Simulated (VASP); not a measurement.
# Ti (Fm-3m) in VASP: further runs

One crystal, Ti, is run at these levels: PBEsol, RPBE; tasks: relaxation of cell and atoms.

Everything below comes from runs of VASP 6.6.1. Logs are shortened: lines on timing, memory, paths and dates and some standing lists are left out, and cuts for length are marked.

## (1) Starting point

It takes space group Fm-3m (No. 225, cubic). Conventional cell: a = 4.109 Å, b = 4.109 Å, c = 4.109 Å, α = 90.00°, β = 90.00°, γ = 90.00°. Ti (site symmetry m-3m) has 12 Ti at 2.91 Å as nearest neighbours.

This isn't the form of Ti at room conditions, which is hcp.

## (2) Relaxation of cell and atoms, PBEsol

INCAR

```
PREC = Accurate ; ENCUT = 580
EDIFF = 1E-7 ; ISMEAR = 0
SIGMA = 0.1 ; LREAL = F
LASPH = T ; NELM = 60
ALGO = Normal ; ISIF = 3
LWAVE = F ; LCHARG = F
GGA = PS ; IBRION = 2
NSW = 90 ; EDIFFG = -0.005
```

KPOINTS

```
regular mesh
0
Gamma
  18 18 18
```

POSCAR

```
Ti
1.0
    0.0000000000      2.0545745400      2.0545745400
    2.0545745400      0.0000000000      2.0545745400
    2.0545745400      2.0545745400      0.0000000000
Ti
1
Direct
    0.0000000000      0.0000000000      0.0000000000
```

Potentials or basis: VASP PAW PBE potentials, release 64 (Ti).

Run with:

```console
$ cat potpaw_PBE.64/Ti/POTCAR > POTCAR
$ mpirun -np 1 vasp_std > vasp.out
```

OUTCAR:

```text
PREC = Accurate
   ENCUT = 580
   EDIFF = 1E-7
   ISMEAR = 0
   LREAL = F
   LASPH = T
   NELM = 60
   ISIF = 3
   GGA = PS
   IBRION = 2
   NSW = 90
   EDIFFG = -0.005

 ion  position               nearest neighbor table
   1  0.000  0.000  0.000-

  LATTYP: Found a face centered cubic cell.
 ALAT       =     4.1091490800

  Lattice vectors:

 A1 = (   0.0000000000,   2.0545745400,   2.0545745400)
 A2 = (   2.0545745400,   0.0000000000,   2.0545745400)
 A3 = (   2.0545745400,   2.0545745400,   0.0000000000)

Analysis of symmetry for initial positions (statically):
=====================================================================
 Subroutine PRICEL returns:
 Original cell was already a primitive cell.

 Routine SETGRP: Setting up the symmetry group for a
 face centered cubic supercell.

 Subroutine GETGRP returns: Found 48 space group operations
 (whereof 48 operations were pure point group operations)
 out of a pool of 48 trial point group operations.

The static configuration has the point symmetry O_h .

Analysis of symmetry for dynamics (positions and initial velocities):
=====================================================================
 Subroutine PRICEL returns:
 Original cell was already a primitive cell.

 Routine SETGRP: Setting up the symmetry group for a
 face centered cubic supercell.

 Subroutine GETGRP returns: Found 48 space group operations
 (whereof 48 operations were pure point group operations)
 out of a pool of 48 trial point group operations.

The dynamic configuration has the point symmetry O_h .

 Subroutine INISYM returns: Found 48 space group operations
 (whereof 48 operations are pure point group operations),
 and found     1 'primitive' translations

----------------------------------------------------------------------------------------

                                     Primitive cell

  volume of cell :      17.3459

  direct lattice vectors                    reciprocal lattice vectors
     0.000000000  2.054574540  2.054574540    -0.243359387  0.243359387  0.243359387
     2.054574540  0.000000000  2.054574540     0.243359387 -0.243359387  0.243359387
     2.054574540  2.054574540  0.000000000     0.243359387  0.243359387 -0.243359387

  length of vectors
[... 91 lines left out ...]
   NELECT =       4.0000    total number of electrons
   NUPDOWN=      -1.0000    fix difference up-down
   EMIN   =  10.00;   EMAX   =-10.00  energy-range for DOS
   EFERMI =   0.00;   METHOD = LEGACY
   ISMEAR =     0;   SIGMA  =   0.10  broadening in eV -4-tet -1-fermi 0-gaus
   EFERMI_NEDOS =   21; number of points for ismear=-14 and -15
   IALGO  =     38    algorithm
   IMIX   =      4    mixing-type and parameters
     AMIX     =   0.40;   BMIX     =  1.00
     AMIX_MAG =   1.60;   BMIX_MAG =  1.00
  volume/ion in A,a.u.               =      17.35       117.06
  Fermi-wavevector in a.u.,A,eV,Ry     =   1.003913  1.897121 13.712525  1.007842
  Thomas-Fermi vector in A             =   2.136496
   LORBIT       =      0    0 simple, 1 ext, 2 COOP (PROOUT), +10 PAW based schemes
   GGA     = PS    functional components
   LHFCALC =     F    Hartree Fock is set to
   AEXX    =    0.0000 exact exchange contribution
   IVDW    =     0    specifies the selected vdW correction
   LEPSILON=     F    determine dielectric tensor
   LRPA    =     F    only Hartree local field effects (RPA)
 conjugate gradient relaxation of ions
 non-spin polarized calculation
 Gauss-broadening in eV      SIGMA  =   0.10
  energy-cutoff  :      580.00
  volume of cell :       17.35
 maximum number of plane-waves:       568
   NGX = 11   NGY = 11   NGZ = 11

--------------------------------------- Ionic step        1  -------------------------------------------

 number of electron       4.0000000 magnetization

 Free energy of the ion-electron system (eV)
  ---------------------------------------------------
  ext. energy  EPLUGINS =         0.00000000
  ---------------------------------------------------
  free energy    TOTEN  =        -8.21765706 eV

  energy without entropy =       -8.20867409  energy(sigma->0) =       -8.21316558

------------------------ aborting loop because EDIFF is reached ----------------------------------------

  FORCE on cell =-STRESS in cart. coord.  units (eV):
  Direction    XX          YY          ZZ          XY          YZ          ZX
  --------------------------------------------------------------------------------------
  -------------------------------------------------------------------------------------
  Total       -0.5982622     -0.5982622     -0.5982622      0.0000000      0.0000000      0.0000000
  in kB      -55.2594370    -55.2594370    -55.2594370      0.0000000      0.0000000      0.0000000
  external PRESSURE =     -55.2594370 kB  Pullay stress =       0.0000000 kB
[... 57 lines left out ...]
--------------------------------------- Ionic step        3  -------------------------------------------

 number of electron       4.0000000 magnetization

 Free energy of the ion-electron system (eV)
  ---------------------------------------------------
  ext. energy  EPLUGINS =         0.00000000
  ---------------------------------------------------
  free energy    TOTEN  =        -8.23283096 eV

  energy without entropy =       -8.22433859  energy(sigma->0) =       -8.22858478

 E-fermi :   3.1346     XC(G=0): -11.4028

 val. band max:        3.1332892747   @ k =   0.2778   0.1111   0.0556
 cond. band min:       3.1391220702   @ k =  -0.1111   0.1667   0.0556
 fundamental gap:      0.0058327955
 Fermi energy:         3.1345953583

 k-point     1 :       0.0000    0.0000    0.0000
  band No.  band energies     occupation
      1      -3.0175      2.00000
      2       4.0227      0.00000
      3       4.0227      0.00000
      4       4.0227      0.00000
      5       5.7498      0.00000
      6       5.7498      0.00000
[... 199 lines left out ...]
 k-point    24 :      -0.2222    0.0556    0.0000
  band No.  band energies     occupation
      1      -1.2026      2.00000
      2       3.1824      0.49860
      3       4.2667      0.00000
      4       4.3727      0.00000
      5       5.5500      0.00000
      6       6.0643      0.00000

 [... further k-points ...]

------------------------ aborting loop because EDIFF is reached ----------------------------------------

  FORCE on cell =-STRESS in cart. coord.  units (eV):
  Direction    XX          YY          ZZ          XY          YZ          ZX
  --------------------------------------------------------------------------------------
  -------------------------------------------------------------------------------------
  Total       -0.0012741     -0.0012741     -0.0012741     -0.0000000     -0.0000000      0.0000000
  in kB       -0.1236946     -0.1236946     -0.1236946     -0.0000000     -0.0000000      0.0000000
  external PRESSURE =      -0.1236946 kB  Pullay stress =       0.0000000 kB
[... 16 lines left out ...]
  FREE ENERGIE OF THE ION-ELECTRON SYSTEM (eV)
  ---------------------------------------------------
  free  energy   TOTEN  =        -8.2328309619 eV

  energy  without entropy=       -8.2243385889  energy(sigma->0) =       -8.22858478

 reached required accuracy - stopping structural energy minimisation
```

CONTCAR:

```text
Ti
   1.00000000000000
     0.0000000000000000    2.0207181990980971    2.0207181990980971
     2.0207181990980971    0.0000000000000000    2.0207181990980971
     2.0207181990980971    2.0207181990980971    0.0000000000000000
  Ti
     1
Direct
     0.0000000000000000    0.0000000000000000    0.0000000000000000

  0.00000000E+00  0.00000000E+00  0.00000000E+00
```

Run time: 17 s. Hardware: 1 thread of Intel Xeon 6975P-C (Granite Rapids), shared host; peak memory 0.16 GiB.

Results:

```
Free energy                            : -8.2328 eV
Relaxed volume                         : 16.50 Å³/atom
Relaxed cell                           : a = 2.858 Å, b = 2.858 Å, c = 2.858 Å, α = 60.00°, β = 60.00°, γ = 60.00°
Space group after relaxing (to 0.05 Å) : Fm-3m (No. 225)
Energy gained by relaxing              : 15.2 meV/atom
Ionic steps                            : 3
Pressure after relaxing                : 0.0 GPa
Band gap on the k mesh                 : none (metal or under the smearing width)
```

Step by step:
```tsv
step	energy change (eV)	largest force (eV/Å)	pressure (GPa)	volume (Å³)
1	0.0000	0.0000	-5.53	17.35
2	-0.0061	0.0000	4.89	15.89
3	-0.0152	0.0000	-0.01	16.50
```

Final structure:
```
Ti
1.0
     0.00000    2.02072    2.02072
     2.02072    0.00000    2.02072
     2.02072    2.02072    0.00000
Ti
1
Direct
  0.00000 0.00000 0.00000
```

Caveat: the PAW data sets were made with another functional, which shifts forces and pressure a little.

## (3) Relaxation of cell and atoms, RPBE

INCAR

```
PREC = Accurate ; ENCUT = 600
EDIFF = 1E-7 ; ISMEAR = 0
SIGMA = 0.1 ; LREAL = F
LASPH = T ; NELM = 60
ALGO = Normal ; ISIF = 3
LWAVE = F ; LCHARG = F
GGA = RP ; IBRION = 2
NSW = 90 ; EDIFFG = -0.005
```

KPOINTS is that of step 2.

POSCAR is that of step 2.

Potentials or basis: VASP PAW PBE potentials, release 64 (Ti_sv).

Run with:

```console
$ cat potpaw_PBE.64/Ti_sv/POTCAR > POTCAR
$ mpirun -np 1 vasp_std > vasp.out
```

Run time: 39 s. Hardware: 1 thread of Intel Xeon 6975P-C (Granite Rapids), shared host; peak memory 0.17 GiB.

Results (log left out):

```
Free energy                            : -7.3835 eV
Relaxed volume                         : 17.87 Å³/atom
Relaxed cell                           : a = 2.935 Å, b = 2.935 Å, c = 2.935 Å, α = 60.00°, β = 60.00°, γ = 60.00°
Space group after relaxing (to 0.05 Å) : Fm-3m (No. 225)
Energy gained by relaxing              : 5.1 meV/atom
Ionic steps                            : 3
Pressure after relaxing                : 0.0 GPa
Band gap on the k mesh                 : none (metal or under the smearing width)
```

The path:
```
step  energy change (eV)  largest force (eV/Å)  pressure (GPa)  volume (Å³)
   1              0.0000                0.0000            3.17        17.35
   2             -0.0030                0.0000           -1.87        18.22
   3             -0.0051                0.0000           -0.01        17.87
```

Final structure:
```
Ti
1.0
     0.00000    2.07518    2.07518
     2.07518    0.00000    2.07518
     2.07518    2.07518    0.00000
Ti
1
Direct
  0.00000 0.00000 0.00000
```

Levels at points of the mesh, in eV from the Fermi level:
| k point | band 3 | band 4 | band 5 | band 6 | band 7 | band 8 | band 9 | band 10 |
| --- | --- | --- | --- | --- | --- | --- | --- | --- |
| (0.00, 0.00, 0.00) | -32.73 | -32.73 | -6.04 | 0.87 | 0.87 | 0.87 | 2.44 | 2.44 |
| (0.50, 0.00, 0.00) | -32.80 | -32.80 | -2.52 | 0.54 | 0.77 | 0.77 | 3.45 | 3.45 |
| (0.50, 0.50, 0.00) | -32.94 | -32.94 | -2.47 | -1.63 | 2.70 | 3.46 | 3.71 | 3.71 |

Caveat: the PAW data sets were made with another functional, which shifts forces and pressure a little.
